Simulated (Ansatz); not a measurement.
Compare A (`C=CC(C)=O`) with its isomer B (`CC1=COC1`).

Computed with Ansatz on PBE0-D4/def2-TZVP structures; ΔE is electronic, products minus reactants. CCSD(T)/CBS is the MP2 limit (def2-TZVPP, def2-QZVPP) plus CCSD(T) − MP2 in def2-TZVPP, frozen cores. DFT in def2-TZVPP. One conformer a species, not always the lowest.

Question: Which is lower in electronic energy at CCSD(T)/CBS, and by how much? (Estimate.)

Answer: Computed: A, by 127.8 kJ/mol.

Question: Give E(B) − E(A) in kJ/mol with MP2/def2-TZVPP, r2SCAN-D4, B2PLYP, HF/def2-TZVPP, CCSD(T)/def2-TZVPP, PBE0-D4, PBE-D4. (An estimate is asked.)

Answer: The calculation gave: MP2/def2-TZVPP 122.2, r2SCAN-D4 126.8, B2PLYP 134.1, HF/def2-TZVPP 155.3, CCSD(T)/def2-TZVPP 128.5, PBE0-D4 113.6, PBE-D4 115.5. None reverses the order clearly.

Largest T1 diagnostic: 0.014.

In def2-TZVPP, CCSD(T) changes the Hartree–Fock value by −26.7 kJ/mol (the triples alone add −1.0 kJ/mol) and MP2 by −33.1 kJ/mol.
